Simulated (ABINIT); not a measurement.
Crystal: Ti.

```
CELL_PARAMETERS angstrom
2.95000 0.00000 0.00000
-1.47500 2.55477 0.00000
0.00000 0.00000 4.68000
ATOMIC_POSITIONS crystal
Ti 0.66667 0.33333 0.75000
Ti 0.33333 0.66667 0.25000
```

```yaml
Program: ABINIT 10.8.3 (patched build)
Task: relaxation of cell and atoms
Functional: HCTH407
Potentials_or_basis: JTH PAW PBE v2.0
Cutoff: 408 eV
k_mesh: 10 × 10 × 6
Occupations: fermi-dirac, width 0.05 eV
Spin: no spin polarisation
```

At the start: pressure -2.7 GPa; volume 17.64 Å³/atom.

Question: How do energy, volume and symmetry change on relaxing?

Answer: Over 12 steps the energy falls by 2.1 meV/atom and the volume is 17.19 Å³/atom (-2.5 %); space group P6_3/mmc (No. 194, to 0.05 Å).

Step by step:
```
step  energy change (eV)  largest force (eV/Å)  pressure (GPa)  volume (Å³)
   1              0.0000                0.0000           -2.73        35.27
   2             -0.0031                0.0000           -1.85        34.98
   3             -0.0034                0.0000           -0.04        34.37
   4             -0.0034                0.0000            0.06        34.34
   5             -0.0030                0.0000            0.06        34.33
   6             -0.0030                0.0000            0.05        34.34
   7             -0.0040                0.0000            0.09        34.35
   8             -0.0030                0.0000            0.04        34.34
   9             -0.0030                0.0000            0.11        34.32
  10             -0.0040                0.0000            0.08        34.35
  11             -0.0040                0.0000           -0.34        34.47
  12             -0.0042                0.0000            0.00        34.37
```

Final structure:
```cif
data_structure
_symmetry_space_group_name_H-M 'P 1'
_symmetry_Int_Tables_number 1
_cell_length_a 2.9174
_cell_length_b 2.9174
_cell_length_c 4.6634
_cell_angle_alpha 90.000
_cell_angle_beta 90.000
_cell_angle_gamma 120.000
_cell_volume 34.37
loop_
_atom_site_label
_atom_site_type_symbol
_atom_site_fract_x
_atom_site_fract_y
_atom_site_fract_z
_atom_site_occupancy
Ti1 Ti 0.66667 0.33333 0.75000 1
Ti2 Ti 0.33333 0.66667 0.25000 1
```

Caveat: the PAW data sets were made with another functional, which shifts forces and pressure a little.
